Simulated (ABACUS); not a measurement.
**Au under changes of volume**

One of the cells (18.207 Å³/atom); the others are scaled copies at fixed shape and fractional positions:

```
Au
1.0
    -1.65727    1.65727    1.65727
     1.65727   -1.65727    1.65727
     1.65727    1.65727   -1.65727
Au
1
Direct
  0.00000 0.00000 0.00000
```

This isn't the form of Au at room conditions, which is fcc.

```yaml
Program: ABACUS 3.10.1
Functional: PBE
Potentials_or_basis: PseudoDojo NC SR 0.4.1 PBE standard
Cutoff: 1034 eV
Density_cutoff: 4136 eV
Basis: plane waves
k_mesh: 11 × 11 × 11
Occupations: fermi-dirac, width 0.05 eV
Spin: no spin polarisation
```

```tsv
volume (Å³/atom)	energy over the lowest point (meV/atom)	pressure (GPa)
17.115	?	?
17.479	7.21	4.7
17.843	0.31	1.6
18.207	0.00	-1.2
18.571	5.47	-3.6
18.935	16.03	-5.6
19.299	31.06	-7.5
```

Problem. What does the run at 17.115 Å³/atom give?

Solution. Energy over the lowest point 21.64 meV/atom; pressure 8.3 GPa.

Worked out: A Birch-Murnaghan fit of order 3 (a polynomial in V^(-2/3)) to the other rows has its minimum at 18.04 Å³/atom with B0 = V·E''(V) = 134 GPa and B' = 5.4. It gives 21.59 meV/atom at 17.115 Å³/atom, against the run's 21.64, and -dE/dV = 8.1 GPa, against 8.3.

Energies are extrapolated to zero smearing.
